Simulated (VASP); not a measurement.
## Te2Mo: single point with PBEsol+U

The system is Te2Mo, a slab with vacuum.

```
Te Mo
1.0
     3.56138    0.00000    0.00000
    -1.78069    3.08425    0.00000
     0.00000    0.00000   38.99027
Te Mo
8 4
Direct
  0.33333 0.66667 0.32822
  0.33333 0.66667 0.95182
  0.66667 0.33333 0.14008
  0.66667 0.33333 0.76363
  0.66667 0.33333 0.04818
  0.66667 0.33333 0.67178
  0.33333 0.66667 0.23637
  0.33333 0.66667 0.85992
  0.66667 0.33333 0.28234
  0.66667 0.33333 0.90586
  0.33333 0.66667 0.09414
  0.33333 0.66667 0.71766
```

```json
{
 "Program": "VASP 6.6.1",
 "Task": "single point",
 "Functional": "PBEsol",
 "Potentials or basis": "VASP PAW PBE potentials, release 64 (Te, Mo_sv)",
 "Cutoff": "520 eV",
 "k mesh": "7 × 7 × 1",
 "Occupations": "fermi-dirac, width 0.05 eV",
 "Spin": "no spin polarisation",
 "Hubbard terms": "Mo d U = 6 eV"
}
```

- Largest force: 0.233 eV/Å
- Band gap on the k mesh: 1.08 eV, indirect (least direct gap 1.29 eV)

Forces in eV/Å, atoms in the order of the input:
```
Te   0.000  0.000  0.175
Te   0.000  0.000  0.224
Te   0.000  0.000  0.233
Te   0.000  0.000  0.226
Te   0.000  0.000 -0.224
Te   0.000  0.000 -0.175
Te   0.000  0.000 -0.226
Te   0.000  0.000 -0.233
Mo   0.000  0.000 -0.014
Mo   0.000  0.000  0.008
Mo   0.000  0.000 -0.008
Mo   0.000  0.000  0.014
```

Levels at points of the mesh, in eV from the valence-band top:
```
           k point  band 49  band 50  band 51  band 52  band 53  band 54  band 55  band 56
(0.00, 0.00, 0.00)    -0.65    -0.30    -0.10     0.00     2.87     2.88     2.89     2.90
```

Eigenvalues of the final occupation matrices:
```tsv
site	spin	trace	eigenvalues
site 9 d	1	1.94	0.38 0.38 0.38 0.40 0.40
site 9 d	2	1.94	0.38 0.38 0.38 0.40 0.40
site 10 d	1	1.94	0.38 0.38 0.38 0.40 0.40
site 10 d	2	1.94	0.38 0.38 0.38 0.40 0.40
site 11 d	1	1.94	0.38 0.38 0.38 0.40 0.40
site 11 d	2	1.94	0.38 0.38 0.38 0.40 0.40
site 12 d	1	1.94	0.38 0.38 0.38 0.40 0.40
site 12 d	2	1.94	0.38 0.38 0.38 0.40 0.40
```

Run time: 13 min on 1 thread of Intel(R) Xeon(R) Platinum 8259CL CPU @ 2.50GHz (Skylake/Cascade Lake), with other jobs on the host, peak memory 0.59 GiB.

Caveat: the PAW data sets were made with another functional, which shifts forces and pressure a little; spin-orbit coupling is left out, which moves the levels of the heavy elements; the U is typed as a test and isn't derived for this compound.
